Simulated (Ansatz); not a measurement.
TiCo₂: how the energy converges with the cutoff

TiCo₂, Fd-3m, a = 6.704 Å. The structure is a COD entry; whether it is the stable form wasn't checked. Ansatz: PBEsol, PAW, cutoff varied, Γ-centred 10×10×10 mesh on 6 atoms, Gaussian smearing 0.10 eV; collinear spin, largest moment 0.7 μB. Single points at one geometry, the cutoff alone changed; ΔE is the energy at zero smearing over the run at 850 eV (runs within 0.3 meV/atom of it are left out). The runs at 150, 200, 250 eV ended in another magnetic state and are left out. The runs up to 380 eV lie under the cutoff recommended for these PAW datasets.

```tsv
cutoff (eV)	ΔE (meV/atom)
300	479.79
350	42.47
380	8.60
420	2.61
460	1.83
520	1.04
600	?
```

Assume ΔE falls exponentially with the cutoff, fit y = ln ΔE against x, the cutoff in eV, to the other rows, and predict the missing value.

y = 6.173, 3.749, 2.152, 0.959, 0.604, 0.039. Means x = 405.0, y = 2.2793; Σ(Δx)² = 31150, ΣΔxΔy = -856.1; the slope is their ratio. y = 13.41 − 0.02748 x, a factor of ten per 84 eV. At 600 eV this gives ΔE = 0.05 meV/atom. The run gave 0.62, a ratio of 0.08. Between neighbouring rows the decay runs from a factor of ten per 43 eV to one per 356 eV, so one exponential is only a rough guide. The fast fall gives way to a slow tail, so a fit to low cutoffs promises convergence too early.